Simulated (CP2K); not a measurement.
Sb under changes of volume

One of the cells (26.666 Å³/atom); the others are scaled copies at fixed shape and fractional positions:

```
Sb
1.0
     3.35344    0.00000    0.00000
     1.67672    2.90417    0.00000
     1.67672    0.96806    2.73808
Sb
1
Direct
  0.00000 0.00000 0.00000
```

This isn't the form of Sb at room conditions, which is rhombohedral.

| Quantity | Value |
| --- | --- |
| Program | CP2K 2026.2 |
| Functional | LDA |
| Potentials or basis | GTH_POTENTIALS Sb GTH-PADE-q5; TZVP-MOLOPT-PBE-GTH basis |
| Density cutoff | 6123 eV |
| k mesh | 10 × 10 × 10 |
| Occupations | fermi-dirac, width 0.05 eV |
| Spin | no spin polarisation |

| volume (Å³/atom) | energy over the lowest point (meV/atom) | pressure (GPa) |
| --- | --- | --- |
| 25.066 | 10.67 | 3.1 |
| 25.599 | 3.01 | 1.6 |
| 26.133 | 0.00 | 0.2 |
| 26.666 | ? | ? |
| 27.199 | 6.94 | -2.3 |
| 27.733 | 16.41 | -3.4 |
| 28.266 | 29.41 | -4.4 |

**Question.** What does the run at 26.666 Å³/atom give?

**Answer.** Energy over the lowest point 1.37 meV/atom; pressure -1.1 GPa.

Worked out: A Birch-Murnaghan fit of order 3 (a polynomial in V^(-2/3)) to the other rows has its minimum at 26.22 Å³/atom with B0 = V·E''(V) = 64 GPa (rough, since the energies scatter). It gives 1.42 meV/atom at 26.666 Å³/atom, against the run's 1.37, and -dE/dV = -1.1 GPa, against -1.1.

Energies are extrapolated to zero smearing.

Caveats: the basis of atomic orbitals isn't converged, which shifts pressures, moduli and gaps.
